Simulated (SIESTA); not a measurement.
The system is SnO2 (Cassiterite).

```
Sn O
1.0
     4.73800    0.00000    0.00000
     0.00000    4.73800    0.00000
     0.00000    0.00000    3.18650
Sn O
2 4
Direct
  0.50000 0.50000 0.50000
  0.00000 0.00000 0.00000
  0.80710 0.19290 0.50000
  0.69290 0.69290 0.00000
  0.19290 0.80710 0.50000
  0.30710 0.30710 0.00000
```

| Quantity | Value |
| --- | --- |
| Program | SIESTA 5.4.2 |
| Task | relaxation of cell and atoms |
| Functional | SOGGA |
| Potentials or basis | PseudoDojo 0.4 standard (PBEsol files) |
| Basis | DZP (energy shift 0.002 Ry) |
| Grid cutoff | 800 Ry |
| Energy shift | 0.002 Ry |
| k mesh | 4 × 4 × 6 |
| Occupations | fermi-dirac, width 0.05 eV |
| Spin | no spin polarisation |

At the start: pressure 11.2 GPa; volume 11.92 Å³/atom.

Question: Where does the relaxation end?

Answer: Over 7 steps the energy falls by 22.5 meV/atom and the volume is 12.55 Å³/atom (+5.3 %); space group P4_2/mnm (No. 136, to 0.05 Å).

The path:
| step | energy change (eV) | largest force (eV/Å) | pressure (GPa) | volume (Å³) |
| --- | --- | --- | --- | --- |
| 1 | 0.0000 | 0.2185 | 11.22 | 71.53 |
| 2 | -0.0322 | 0.1006 | 9.62 | 71.96 |
| 3 | -0.1203 | 0.2880 | 2.00 | 74.36 |
| 4 | -0.1279 | 0.2516 | 0.61 | 74.90 |
| 5 | -0.1336 | 0.1124 | -0.40 | 75.36 |
| 6 | -0.1347 | 0.0239 | -0.35 | 75.38 |
| 7 | -0.1349 | 0.0038 | -0.16 | 75.31 |

Final structure:
```yaml
crystal:
  lattice:
    - [4.80191, 0.00000, 0.00000]
    - [0.00000, 4.80191, 0.00000]
    - [0.00000, 0.00000, 3.26620]
  atoms:
    - { symbol: Sn, position: [0.50000, 0.50000, 0.50000] }
    - { symbol: Sn, position: [0.00000, 0.00000, 0.00000] }
    - { symbol: O, position: [0.80739, 0.19261, 0.50000] }
    - { symbol: O, position: [0.69261, 0.69261, 0.00000] }
    - { symbol: O, position: [0.19261, 0.80739, 0.50000] }
    - { symbol: O, position: [0.30739, 0.30739, 0.00000] }
```

Caveat: semicore shells carry a single zeta, which can move pressures by several GPa and volumes by a few percent; the potentials were made for another functional, which shifts forces and pressure; the basis of atomic orbitals isn't converged, which shifts pressures, moduli and gaps.
